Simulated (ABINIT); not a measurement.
NaCl:

```
CELL_PARAMETERS angstrom
0.00000 2.79406 2.79406
2.79406 0.00000 2.79406
2.79406 2.79406 0.00000
ATOMIC_POSITIONS crystal
Cl 0.50000 0.50000 0.50000
Na 0.00000 0.00000 0.00000
```

The cell is a database's computed one.

Program: ABINIT 10.8.3 (patched build). Alike in all runs: no spin polarisation; cell as given; smearing fermi-dirac 0.05 eV. Hardware: 1 thread of Arm Neoverse V2, with other jobs on the host.

Problem. Order these runs on this cell by their wall time, lowest first.
A. task single point; level LDA; potentials or basis JTH PAW LDA v2.0; k mesh 5 × 5 × 5; cutoff (eV) 1225; fine-grid cutoff 1836.77 eV
B. task band structure; level BLYP; potentials or basis JTH PAW PBE v2.0; k mesh 8 × 8 × 8; cutoff (eV) 1088; fine-grid cutoff 1687.11 eV
C. task single point; level PBEsol; potentials or basis JTH PAW PBE v2.0; k mesh 10 × 10 × 10; cutoff (eV) 1088; fine-grid cutoff 1687.11 eV

Solution. A (16 s), C (52 s), B (110 s).

Runs at the PBE level aren't shown here.
